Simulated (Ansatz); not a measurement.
# Strontium (hcp) across density functionals

All rows: Ansatz, plane waves with scalar-relativistic PAW, 420 eV (500 eV for the SCAN forms), relaxed under each functional, no dispersion correction, no zero-point motion. B₀ comes from uniform scaling at fixed shape; a dash is a value not given.

```json
{"functional": "PBE", "V (Å³/atom)": "55.30", "cell": "a = 4.272 Å, c = 6.999 Å (c/a = 1.639)", "B₀ (GPa)": "12", "magnetic state": "spin not included", "ΔE to fcc (meV/atom)": "4"}
{"functional": "r²SCAN", "V (Å³/atom)": "57.21", "cell": "a = 4.313 Å, c = 7.102 Å (c/a = 1.646)", "B₀ (GPa)": "12", "magnetic state": "spin not included", "ΔE to fcc (meV/atom)": "6"}
{"functional": "PBEsol", "V (Å³/atom)": "52.42", "cell": "a = 4.196 Å, c = 6.876 Å (c/a = 1.639)", "B₀ (GPa)": "12", "magnetic state": "spin not included", "ΔE to fcc (meV/atom)": "5"}
{"functional": "LDA", "V (Å³/atom)": "49.00", "cell": "a = 4.103 Å, c = 6.721 Å (c/a = 1.638)", "B₀ (GPa)": "13", "magnetic state": "spin not included", "ΔE to fcc (meV/atom)": "6"}
{"functional": "revPBE", "V (Å³/atom)": "57.93", "cell": "a = 4.338 Å, c = 7.110 Å (c/a = 1.639)", "B₀ (GPa)": "11", "magnetic state": "spin not included", "ΔE to fcc (meV/atom)": "4"}
{"functional": "RPBE", "V (Å³/atom)": "58.72", "cell": "a = 4.357 Å, c = 7.142 Å (c/a = 1.639)", "B₀ (GPa)": "11", "magnetic state": "spin not included", "ΔE to fcc (meV/atom)": "4"}
{"functional": "BLYP", "V (Å³/atom)": "56.75", "cell": "a = 4.313 Å, c = 7.046 Å (c/a = 1.634)", "B₀ (GPa)": "10", "magnetic state": "spin not included", "ΔE to fcc (meV/atom)": "3"}
```

LDA gives the smallest volume and RPBE the largest.
